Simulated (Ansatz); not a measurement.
**Two Ansatz runs on KF**

The cell is the one relaxed in the Materials Project (mp-8454), not relaxed further here; entries there can be hypothetical. The listed cell was then made from it by scaling, straining or moving an atom.

First run: DFT, LDA, all-electron LAPW, scalar-relativistic (Ansatz 0.2.0).

Command: `ansatz run input.yaml --threads 1 --pin off --max-ram 2048MiB --backend cpu --events-out ev --progress --plain --runs-dir out` The run took 13 s on 1 thread of Arm Neoverse V2, with other jobs on the host.

```yaml
crystal:
  lattice:
    - [3.258955, 0.0, 0.0]
    - [0.0, 3.258955, 0.0]
    - [0.0, 0.0, 3.258955]
  atoms:
    - { symbol: K, position: [0.0141726412, 0.0141726412, 0.0141726412] }
    - { symbol: F, position: [0.5, 0.5, 0.5] }
kpoints:
  mp_grid: { grid: [9, 9, 9] }
scf:
  occupations: { method: fermi_dirac, width: 0.02 }
hamiltonian:
  xc: lda
  pseudopotentials: { kind: all_electron, lapw: { basis_error: 0.0005 } }
output:
  forces: true
  stress: true
  eigenvalues: true
```

Result: converged; pressure -5.66 GPa; largest force 0.025 eV/Å; gap on the k mesh 5.93 eV (the mesh can miss the band edges); 8 SCF iterations.

The input is then changed:

```diff
@@ -8,7 +8,7 @@
     - { symbol: F, position: [0.5, 0.5, 0.5] }
 kpoints:
-  mp_grid: { grid: [9, 9, 9] }
+  mp_grid: { grid: [9, 9, 9], shift: [0.5, 0.5, 0.5] }
 scf:
-  occupations: { method: fermi_dirac, width: 0.02 }
+  occupations: { method: fermi_dirac, width: 0.15 }
 hamiltonian:
   xc: lda
```

(1) Predict the outcome of the changed run.

Results:

(1) It converged; energy at zero smearing 0.0 meV/atom from the first run; pressure -5.66 GPa; largest force 0.025 eV/Å; gap on the k mesh 6.21 eV (the mesh can miss the band edges); 8 SCF iterations.
